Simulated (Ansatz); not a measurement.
Calculated with Ansatz (gas phase, PBE0-D4/def2-TZVP geometries, no zero-point term in ΔE). CBS: MP2 limit from def2 TZ/QZ plus the TZ coupled-cluster correction, frozen cores. Functionals use def2-TZVPP. B3LYP here is the variant with VWN-RPA as its local correlation; programs differ in this. For Ge outer-core shells are correlated without core-valence functions, which leaves a few kJ/mol of doubt a bond. Scalar relativity is left out up to krypton. Each species was taken in one conformer, which may not be the lowest.

Consider the formal exchange of groups at a Ge–C bond: `C[C](=O)[GeH2][F]` + `NC(O)O` → `N[CH](O)[GeH2][F]` + `CC(=O)O`.

```tsv
level	ΔE (kcal/mol)
PBE-D4	-14.0
B3LYP-D4	-13.6
ωB97M-V	-13.7
SCS-MP2/def2-TZVPP	-13.0
CCSD(T)/def2-TZVPP	-12.7
HF/def2-QZVPP	-13.0
HF/CBS(def2)	-13.0
MP2/CBS(def2)	-14.1
```

(1) What does CCSD(T)/CBS give? (Estimate.)

Largest T1 diagnostic among the species: 0.015.

Answers

(1) Computed: -13.1 kcal/mol. The listed levels differ from it by -0.9, -0.5, -0.6, 0.1, 0.4, 0.1, 0.1, -1.0 kcal/mol.

CCSD(T)/CBS has its own doubt, a few kJ/mol and more with outer-core shells, so smaller differences from it don't rank the levels.
